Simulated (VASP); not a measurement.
# CaS (Fm-3m) in VASP: notebook

The runs below take CaS through single point, relaxation of cell and atoms, with PBE+D3(BJ).

All numbers are computed with VASP 6.6.1; they aren't measurements. Logs are shortened: lines on timing, memory, paths and dates and some standing lists are left out, and cuts for length are marked.

## 1. The structure

Symmetry: Fm-3m, No. 225, cubic system. The conventional cell has a = 5.634 Å, b = 5.634 Å, c = 5.634 Å, α = 90.00°, β = 90.00°, γ = 90.00°. Around Ca (site symmetry m-3m) lie 6 S at 2.82 Å. S (site symmetry m-3m) has 6 Ca at 2.82 Å as nearest neighbours.

The cell comes from a database or a generator and needn't be the stable form of this composition.

## 2. Single point, PBE+D3(BJ)

INCAR reads:

```
PREC = Accurate
ENCUT = 520
EDIFF = 1E-7
ISMEAR = 0
SIGMA = 0.02
LREAL = False
LASPH = True
NELM = 100
ALGO = Fast
ISIF = 2
LWAVE = False
LCHARG = True
GGA = PE
IVDW = 12
LELF = True
LVHAR = True
NBANDS = 15
```

KPOINTS reads:

```
Automatic mesh
0
Gamma
  8 8 8
```

POSCAR reads:

```
CaS
1.0
    0.0000000000      2.8170215021      2.8170215021
    2.8170215021      0.0000000000      2.8170215021
    2.8170215021      2.8170215021      0.0000000000
Ca S
1 1
Direct
    0.0000000000      0.0000000000      0.0000000000
    0.5000000000      0.5000000000      0.5000000000
```

Potentials or basis: VASP PAW PBE potentials, release 64 (Ca_sv, S).

Run with:

```console
$ cat potpaw_PBE.64/Ca_sv/POTCAR potpaw_PBE.64/S/POTCAR > POTCAR
$ mpirun -np 1 vasp_std > vasp.out
```

OUTCAR:

```text
PREC = Accurate
   ENCUT = 520
   EDIFF = 1E-7
   ISMEAR = 0
   LREAL = False
   LASPH = True
   NELM = 100
   ISIF = 2
   GGA = PE
   IVDW = 12
 IVDW          = 12

 ion  position               nearest neighbor table
   1  0.000  0.000  0.000-   2 2.82   2 2.82   2 2.82   2 2.82   2 2.82   2 2.82
   2  0.500  0.500  0.500-   1 2.82   1 2.82   1 2.82   1 2.82   1 2.82   1 2.82

  LATTYP: Found a face centered cubic cell.
 ALAT       =     5.6340430042

  Lattice vectors:

 A1 = (   0.0000000000,   2.8170215021,   2.8170215021)
 A2 = (   2.8170215021,   0.0000000000,   2.8170215021)
 A3 = (   2.8170215021,   2.8170215021,   0.0000000000)

Analysis of symmetry for initial positions (statically):
=====================================================================
 Subroutine PRICEL returns:
 Original cell was already a primitive cell.

 Routine SETGRP: Setting up the symmetry group for a
 face centered cubic supercell.

 Subroutine GETGRP returns: Found 48 space group operations
 (whereof 48 operations were pure point group operations)
 out of a pool of 48 trial point group operations.

The static configuration has the point symmetry O_h .

Analysis of symmetry for dynamics (positions and initial velocities):
=====================================================================
 Subroutine PRICEL returns:
 Original cell was already a primitive cell.

 Routine SETGRP: Setting up the symmetry group for a
 face centered cubic supercell.

 Subroutine GETGRP returns: Found 48 space group operations
 (whereof 48 operations were pure point group operations)
 out of a pool of 48 trial point group operations.

The dynamic configuration has the point symmetry O_h .

 Subroutine INISYM returns: Found 48 space group operations
 (whereof 48 operations are pure point group operations),
 and found     1 'primitive' translations

----------------------------------------------------------------------------------------

                                     Primitive cell

  volume of cell :      44.7096

  direct lattice vectors                    reciprocal lattice vectors
     0.000000000  2.817021502  2.817021502    -0.177492433  0.177492433  0.177492433
     2.817021502  0.000000000  2.817021502     0.177492433 -0.177492433  0.177492433
     2.817021502  2.817021502  0.000000000     0.177492433  0.177492433 -0.177492433

  length of vectors
     3.983870014  3.983870014  3.983870014     0.307425912  0.307425912  0.307425912

  position of ions in fractional coordinates (direct lattice)
     0.000000000  0.000000000  0.000000000
     0.500000000  0.500000000  0.500000000

  ion indices of the primitive-cell ions
   primitive index   ion index
                 1           1
                 2           2

----------------------------------------------------------------------------------------

 KPOINTS: Automatic mesh

Automatic generation of k-mesh.
 Grid dimensions read from file:
 generate k-points for:    8    8    8

 Generating k-lattice:

  Cartesian coordinates                     Fractional coordinates (reciprocal lattice)
    -0.022186554  0.022186554  0.022186554     0.125000000  0.000000000  0.000000000
     0.022186554 -0.022186554  0.022186554     0.000000000  0.125000000  0.000000000
     0.022186554  0.022186554 -0.022186554     0.000000000  0.000000000  0.125000000

  Length of vectors
     0.038428239  0.038428239  0.038428239

  Shift w.r.t. Gamma in fractional coordinates (k-lattice)
     0.000000000  0.000000000  0.000000000

 Subroutine IBZKPT returns following result:
 ===========================================

 Found     29 irreducible k-points:

 Following reciprocal coordinates:
            Coordinates               Weight
  0.000000  0.000000  0.000000      1.000000
  0.125000  0.000000  0.000000      8.000000
  0.250000  0.000000  0.000000      8.000000
  0.375000  0.000000  0.000000      8.000000
  0.500000  0.000000  0.000000      4.000000
  0.125000  0.125000  0.000000      6.000000
[... 16 lines left out ...]
  0.500000  0.250000  0.125000     48.000000
 -0.375000  0.250000  0.125000     24.000000
 [... further k-points ...]
   k-points           NKPTS =     29   k-points in BZ     NKDIM =     29   number of bands    NBANDS=     15
   number of dos      NEDOS =    301   number of ions     NIONS =      2
   total plane-waves  NPLWV =  27000
   dimension x,y,z NGX =    30 NGY =   30 NGZ =   30
   dimension x,y,z NGXF=    60 NGYF=   60 NGZF=   60
   ions per type =               1   1
   NGX,Y,Z   is equivalent  to a cutoff of  12.52, 12.52, 12.52 a.u.
   NGXF,Y,Z  is equivalent  to a cutoff of  25.04, 25.04, 25.04 a.u.
 SYSTEM =  unknown system
   PREC   = accura    normal or accurate (medium, high low for compatibility)
   ISTART =      0    job   : 0-new  1-cont  2-samecut
   ICHARG =      2    charge: 1-file 2-atom 10-const
   ISPIN  =      1    spin polarized calculation?
   LNONCOLLINEAR =      F non collinear calculations
   LSORBIT =      F    spin-orbit coupling
   LASPH  =      T    aspherical Exc in radial PAW
   ENCUT  =  520.0 eV  38.22 Ry    6.18 a.u.   7.41  7.41  7.41*2*pi/ulx,y,z
   NELM   =    100;   NELMIN=  2; NELMDL= -5     # of ELM steps
   EDIFF  = 0.1E-06   stopping-criterion for ELM
   LREAL  =      F    real-space projection
   EDIFFG = 0.1E-05   stopping-criterion for IOM
   NSW    =      0    number of steps for IOM
   IBRION =     -1    ionic relax: 0-MD 1-quasi-New 2-CG
   NFREE  =      0    steps in history (QN), initial steepest desc. (CG)
   ISIF   =      2    stress and relaxation
   ISYM   =      2    0-nonsym 1-usesym 2-fastsym
   POTIM  = 0.5000    time-step for ionic-motion
   TEBEG  =    0.0;   TEEND  =   0.0 temperature during run
   PSTRESS=    0.0 pullay stress
   NELECT =      16.0000    total number of electrons
   NUPDOWN=      -1.0000    fix difference up-down
   EMIN   =  10.00;   EMAX   =-10.00  energy-range for DOS
   EFERMI =   0.00;   METHOD = LEGACY
   ISMEAR =     0;   SIGMA  =   0.02  broadening in eV -4-tet -1-fermi 0-gaus
   EFERMI_NEDOS =   21; number of points for ismear=-14 and -15
   IALGO  =     68    algorithm
   IMIX   =      4    mixing-type and parameters
     AMIX     =   0.40;   BMIX     =  1.00
     AMIX_MAG =   1.60;   BMIX_MAG =  1.00
  volume/ion in A,a.u.               =      22.35       150.86
  Fermi-wavevector in a.u.,A,eV,Ry     =   1.162290  2.196410 18.380370  1.350919
  Thomas-Fermi vector in A             =   2.298853
   LORBIT       =      0    0 simple, 1 ext, 2 COOP (PROOUT), +10 PAW based schemes
   GGA     = PE    functional components
   LHFCALC =     F    Hartree Fock is set to
   AEXX    =    0.0000 exact exchange contribution
   IVDW    =    12    specifies the selected vdW correction
   LEPSILON=     F    determine dielectric tensor
   LRPA    =     F    only Hartree local field effects (RPA)
 non-spin polarized calculation
 RMM-DIIS sequential band-by-band and
 Gauss-broadening in eV      SIGMA  =   0.02
  energy-cutoff  :      520.00
  volume of cell :       44.71
 maximum number of plane-waves:      1243
 NGX is ok and might be reduce to    30
   NGX = 15   NGY = 15   NGZ = 15

 number of electron      16.0000000 magnetization

 Free energy of the ion-electron system (eV)
  ---------------------------------------------------
  ext. energy  EPLUGINS =         0.00000000
  ---------------------------------------------------
  free energy    TOTEN  =       -10.34817319 eV

  energy without entropy =      -10.34817319  energy(sigma->0) =      -10.34817319

 E-fermi :   3.1737     XC(G=0):  -9.4553

 val. band max:        2.9616835681   @ k =   0.0000   0.0000   0.0000
 cond. band min:       5.2422709036   @ k =   0.5000   0.5000   0.0000
 fundamental gap:      2.2805873355
 Fermi energy:         3.1736998638

 k-point     1 :       0.0000    0.0000    0.0000
  band No.  band energies     occupation
      1     -36.1256      2.00000
      2     -17.1098      2.00000
      3     -17.1098      2.00000
      4     -17.1098      2.00000
      5      -8.4729      2.00000
      6       2.9617      2.00000
      7       2.9617      2.00000
      8       2.9617      2.00000
      9       7.1187      0.00000
     10       7.1187      0.00000
     11       7.1187      0.00000
     12       7.3148      0.00000
     13       7.7410      0.00000
     14       7.7410      0.00000
     15      13.9022      0.00000

 k-point     2 :       0.1250    0.0000    0.0000
  band No.  band energies     occupation
      1     -36.1236      2.00000
      2     -17.1391      2.00000
      3     -17.1120      2.00000
      4     -17.1120      2.00000
      5      -8.3561      2.00000
      6       2.2819      2.00000
      7       2.7208      2.00000
      8       2.7208      2.00000
      9       7.1399      0.00000
     10       7.3576      0.00000
     11       7.3576      0.00000
     12       8.0760      0.00000
     13       8.1726      0.00000
     14       8.1726      0.00000
     15      14.0846      0.00000

 k-point     3 :       0.2500    0.0000    0.0000
  band No.  band energies     occupation
      1     -36.1188      2.00000
      2     -17.2086      2.00000
      3     -17.1172      2.00000
      4     -17.1172      2.00000
      5      -8.0591      2.00000
      6       1.0774      2.00000
      7       2.2509      2.00000
      8       2.2509      2.00000
      9       7.2750      0.00000
     10       7.9630      0.00000
     11       7.9630      0.00000
     12       9.2420      0.00000
     13       9.2420      0.00000
     14       9.4316      0.00000
     15      13.5203      0.00000

 k-point     4 :       0.3750    0.0000    0.0000
  band No.  band energies     occupation
      1     -36.1141      2.00000
      2     -17.2759      2.00000
      3     -17.1224      2.00000
      4     -17.1224      2.00000
      5      -7.7351      2.00000
      6       0.1187      2.00000
      7       1.8750      2.00000
      8       1.8750      2.00000
      9       7.7261      0.00000
     10       8.7730      0.00000
     11       8.7730      0.00000
     12       9.7063      0.00000
     13      10.4649      0.00000
     14      10.4649      0.00000
     15      12.9933      0.00000
[... 307 lines left out ...]
 k-point    22 :       0.3750    0.2500    0.1250
  band No.  band energies     occupation
      1     -36.1153      2.00000
      2     -17.2193      2.00000
      3     -17.1478      2.00000
      4     -17.1258      2.00000
      5      -7.9198      2.00000
      6       0.7374      2.00000
      7       2.0649      2.00000
      8       2.0803      2.00000
      9       6.7517      0.00000
     10       8.3528      0.00000
     11       8.7552      0.00000
     12       8.9376      0.00000
     13       9.4978      0.00000
     14      11.2386      0.00000
     15      12.7928      0.00000

 k-point    23 :       0.5000    0.2500    0.1250
  band No.  band energies     occupation
      1     -36.1115      2.00000
      2     -17.2528      2.00000
      3     -17.1629      2.00000
      4     -17.1342      2.00000
      5      -7.7209      2.00000
      6       0.3733      2.00000
      7       1.5981      2.00000
      8       1.8292      2.00000
      9       7.2866      0.00000
     10       8.9229      0.00000
     11       9.2120      0.00000
     12       9.3463      0.00000
     13      10.0200      0.00000
     14      11.5585      0.00000
     15      11.9776      0.00000

 k-point    24 :      -0.3750    0.2500    0.1250
  band No.  band energies     occupation
      1     -36.1099      2.00000
      2     -17.2672      2.00000
      3     -17.1664      2.00000
      4     -17.1396      2.00000
      5      -7.6358      2.00000
      6       0.2375      2.00000
      7       1.4024      2.00000
      8       1.7356      2.00000
      9       7.9903      0.00000
     10       8.3218      0.00000
     11       9.5157      0.00000
     12       9.8671      0.00000
     13      10.1418      0.00000
     14      11.1152      0.00000
     15      12.5040      0.00000

 [... further k-points ...]

------------------------ aborting loop because EDIFF is reached ----------------------------------------

 Edisp (eV)   -0.69174

 E8    (eV) :    -0.3053

  FORCE on cell =-STRESS in cart. coord.  units (eV):
  Direction    XX          YY          ZZ          XY          YZ          ZX
  --------------------------------------------------------------------------------------
  -------------------------------------------------------------------------------------
  Total       0.04927     0.04927     0.04927    -0.00000    -0.00000     0.00000
  in kB       1.76544     1.76544     1.76544    -0.00000    -0.00000     0.00000
  external pressure =        1.77 kB  Pullay stress =        0.00 kB

 VOLUME and BASIS-vectors are now :
 -----------------------------------------------------------------------------
  energy-cutoff  :      520.00
  volume of cell :       44.71
      direct lattice vectors                 reciprocal lattice vectors
     0.000000000  2.817021502  2.817021502    -0.177492433  0.177492433  0.177492433
     2.817021502  0.000000000  2.817021502     0.177492433 -0.177492433  0.177492433
     2.817021502  2.817021502  0.000000000     0.177492433  0.177492433 -0.177492433

 POSITION                                       TOTAL-FORCE (eV/Angst)
 -----------------------------------------------------------------------------------
      0.00000      0.00000      0.00000         0.000000     -0.000000     -0.000000
      2.81702      2.81702      2.81702        -0.000000      0.000000      0.000000
 -----------------------------------------------------------------------------------
    total drift:                               -0.000000      0.000000      0.000000

  FREE ENERGIE OF THE ION-ELECTRON SYSTEM (eV)
  ---------------------------------------------------
  free  energy   TOTEN  =       -11.0399163861 eV

  energy  without entropy=      -11.0399163861  energy(sigma->0) =      -11.03991639
```

It took 16 s on 1 thread of AMD EPYC 9R45 (Zen 5), shared host; peak memory 0.15 GiB.

Results:

```yaml
Free_energy: -11.0399 eV
Pressure: 0.2 GPa
Band_gap_on_the_k_mesh: 2.28 eV, indirect (least direct gap 3.11 eV)
Dispersion_energy_per_atom: -0.346 eV
```

Levels at points of the mesh, in eV from the valence-band top:
| k point | band 4 | band 5 | band 6 | band 7 | band 8 | band 9 | band 10 | band 11 | band 12 | band 13 |
| --- | --- | --- | --- | --- | --- | --- | --- | --- | --- | --- |
| (0.00, 0.00, 0.00) | -20.07 | -11.43 | 0.00 | 0.00 | 0.00 | 4.16 | 4.16 | 4.16 | 4.35 | 4.78 |
| (0.50, 0.00, 0.00) | -20.09 | -10.55 | -3.21 | -1.22 | -1.22 | 5.28 | 6.17 | 6.30 | 6.30 | 8.36 |
| (0.50, 0.50, 0.00) | -20.13 | -10.77 | -2.34 | -0.83 | -0.83 | 2.28 | 5.66 | 6.18 | 6.92 | 6.92 |

## 3. Relaxation of cell and atoms, PBE+D3(BJ)

This run uses another cell than the first one, of 23.21 Å³/atom, 1.038 times its volume.

INCAR reads:

```
SYSTEM = CaS
PREC     = Accurate       ! precision mode
ENCUT    = 600            ! plane-wave cutoff, eV
EDIFF    = 1E-6           ! SCF threshold, eV
ISMEAR   = 0              ! smearing method
SIGMA    = 0.02           ! smearing width, eV
LREAL    = .FALSE.        ! projectors in reciprocal space
LASPH    = .TRUE.         ! aspherical terms in the spheres
NELM     = 100            ! most SCF steps
ALGO     = Normal         ! electronic algorithm
ISIF     = 3              ! what is computed and relaxed
LWAVE    = .FALSE.        ! write WAVECAR
LCHARG   = .FALSE.        ! write CHGCAR
GGA      = PE             ! functional
IVDW     = 12             ! dispersion correction
IBRION   = 2              ! ionic algorithm
NSW      = 100            ! ionic steps
EDIFFG   = -0.01          ! ionic threshold
```

KPOINTS reads:

```
regular mesh
0
G
  8 8 8
  0 0 0
```

POSCAR reads:

```
CaS
1.0
    0.0000000000      2.8523743200      2.8523743200
    2.8523743200      0.0000000000      2.8523743200
    2.8523743200      2.8523743200      0.0000000000
Ca S
1 1
Direct
    0.0000000000      0.0000000000      0.0000000000
    0.5000000000      0.5000000000      0.5000000000
```

Potentials or basis: VASP PAW PBE potentials, release 64 (Ca_sv, S).

Run with:

```console
$ cat potpaw_PBE.64/Ca_sv/POTCAR potpaw_PBE.64/S/POTCAR > POTCAR
$ mpirun -np 1 vasp_std > vasp.out
```

Run time: 20 s. Hardware: 1 thread of AMD EPYC 9R45 (Zen 5), shared host; peak memory 0.18 GiB.

The run converged. Its results:

```yaml
Free_energy: -11.0407 eV
Relaxed_volume: 22.43 Å³/atom
Relaxed_cell: a = 3.988 Å, b = 3.988 Å, c = 3.988 Å, α = 60.00°, β = 60.00°, γ = 60.00°
Space_group_after_relaxing_to_0.05_Å: Fm-3m (No. 225)
Energy_gained_by_relaxing: 4.9 meV/atom
Ionic_steps: 3
Pressure_after_relaxing: 0.0 GPa
Band_gap_on_the_k_mesh: 2.29 eV, indirect (least direct gap 3.12 eV)
Dispersion_energy_per_atom: -0.345 eV
```

The path:
| step | energy change (eV) | largest force (eV/Å) | pressure (GPa) | volume (Å³) |
| --- | --- | --- | --- | --- |
| 1 | 0.0000 | 0.0000 | -1.96 | 46.41 |
| 2 | -0.0093 | 0.0000 | 0.47 | 44.53 |
| 3 | -0.0098 | 0.0000 | 0.02 | 44.86 |

Final structure:
```
Ca S
1.0
     0.00000    2.82028    2.82028
     2.82028    0.00000    2.82028
     2.82028    2.82028    0.00000
Ca S
1 1
Direct
  0.00000 0.00000 0.00000
  0.50000 0.50000 0.50000
```

Levels at points of the mesh, in eV from the valence-band top:
```csv
k point,band 5,band 6,band 7,band 8,band 9,band 10,band 11,band 12
"(0.00, 0.00, 0.00)",-11.42,0.00,0.00,0.00,4.16,4.16,4.16,4.33
"(0.50, 0.00, 0.00)",-10.55,-3.19,-1.22,-1.22,5.28,6.16,6.29,6.29
"(0.50, 0.50, 0.00)",-10.77,-2.33,-0.83,-0.83,2.29,5.66,6.17,6.90
```

## 4. Single point, PBE+D3(BJ)

This run uses another cell than the first one, of 23.21 Å³/atom, 1.038 times its volume.

INCAR reads:

```
PREC = Accurate ; ENCUT = 520
EDIFF = 1E-7 ; ISMEAR = 0
SIGMA = 0.1 ; LREAL = F
LASPH = T ; NELM = 100
ALGO = Normal ; ISIF = 2
LWAVE = F ; LCHARG = T
GGA = PE ; IVDW = 12
LELF = T ; LVHAR = T
NBANDS = 15
```

KPOINTS reads:

```
regular mesh
0
Gamma
  6 6 6
```

POSCAR is that of step 3.

Run with:

```console
$ cat potpaw_PBE.64/Ca_sv/POTCAR potpaw_PBE.64/S/POTCAR > POTCAR
$ mpirun -np 1 vasp_std > vasp.out
```

It took 7.6 s on 1 thread of AMD EPYC 9R45 (Zen 5), shared host; peak memory 0.15 GiB.

It converged, with:

| Property | Result |
| --- | --- |
| Free energy | -11.0299 eV |
| Pressure | -2.0 GPa |
| Band gap on the k mesh | 2.37 eV, indirect (least direct gap 3.17 eV) |
| Dispersion energy per atom | -0.333 eV |

Levels at points of the mesh, in eV from the valence-band top:
```tsv
k point	band 4	band 5	band 6	band 7	band 8	band 9	band 10	band 11	band 12	band 13
(0.00, 0.00, 0.00)	-20.20	-11.31	0.00	0.00	0.00	4.12	4.16	4.16	4.16	4.75
(0.50, 0.00, 0.00)	-20.21	-10.51	-3.07	-1.15	-1.15	5.21	6.04	6.18	6.18	8.11
(0.50, 0.50, 0.00)	-20.24	-10.69	-2.26	-0.80	-0.80	2.37	5.59	5.99	6.75	6.77
```

A k mesh can miss the band edges.

## 5. Summary

```csv
task,cell,k mesh,cutoff (eV),smearing,gap on the mesh (eV),pressure (GPa)
single point,"Fm-3m, 22.35 Å³/atom",8 × 8 × 8,520,gaussian 0.02 eV,2.28,0.2
relaxation of cell and atoms,relaxed,8 × 8 × 8,600,gaussian 0.02 eV,2.29,0.0
single point,"Fm-3m, 23.21 Å³/atom",6 × 6 × 6,520,gaussian 0.1 eV,2.37,-2.0
```

Alike in all rows: level PBE+D3(BJ); potentials or basis VASP PAW PBE potentials, release 64 (Ca_sv, S); no spin polarisation.

Total energies depend on the potentials used, so only differences within one code and one set of settings carry meaning.
